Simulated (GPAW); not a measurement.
The system is P.

```
P
1.0
     1.64774   -5.46504    0.00000
     1.64774    5.46504    0.00000
     0.00000    0.00000    4.54364
P
4
Direct
  0.90414 0.09586 0.58882
  0.09586 0.90414 0.41118
  0.59586 0.40414 0.08882
  0.40414 0.59586 0.91118
```

Base run:

| Item | Value |
| --- | --- |
| Program | GPAW 26.7.0 |
| Functional | PBEint |
| Potentials or basis | PAW data sets generated in the run's folder for this functional |
| Cutoff | 600 eV |
| Basis | pw |
| k mesh | 5 × 5 × 4 |
| Occupations | fermi-dirac, width 0.05 eV |
| Spin | no spin polarisation |

Its results: pressure 0.5 GPa; largest force 0.345 eV/Å.

**Question.** After a change of settings the same cell gave: pressure 4.2 GPa; largest force 0.397 eV/Å. Which change was it?
A. functional from PBEint to r2SCAN; potentials or basis from PAW data sets generated in the run's folder for this functional to GPAW PAW data sets (gpaw-data 1.2.1)
B. functional from PBEint to BP86
C. functional from PBEint to PBE; band points from 60 to 80
D. functional from PBEint to RPBE; potentials or basis from PAW data sets generated in the run's folder for this functional to the program's PAW data sets (release 1.2.1) made for this functional

**Answer.** D.

Not every run made on this cell is shown here.
